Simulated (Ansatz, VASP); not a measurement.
## Two plane-wave programs on GaSb

```
Ga Sb
1.0
     0.00000    3.06588    3.06588
     3.06588    0.00000    3.06588
     3.06588    3.06588    0.00000
Ga Sb
1 1
Direct
  0.00000 0.00000 0.00000
  0.25000 0.25000 0.25000
```

Alike in both runs: task single point; functional r2SCAN; k mesh 8 × 8 × 8; occupations fermi-dirac, width 0.02 eV; no spin polarisation.

|  | VASP | Ansatz |
| --- | --- | --- |
| version | VASP 6.6.1 | Ansatz 0.2.0 |
| potentials or method | VASP PAW PBE potentials, release 64 (Ga_d, Sb) | plane waves, PAW |
| plane-wave cutoff (eV) | 520 | 500 |
| valence electrons in the cell | 18 | 28 |

Ansatz gave:

```
pressure (GPa) : 0.0
```

Problem. Estimate VASP's values.

Solution. Pressure (GPa): 0.1.

With one functional, cell and mesh, what is left measures potentials, basis and numerics. The two sets of potentials don't hold the same shells in valence.

Caveats: the PAW data sets were made with another functional, which shifts forces and pressure a little (VASP).
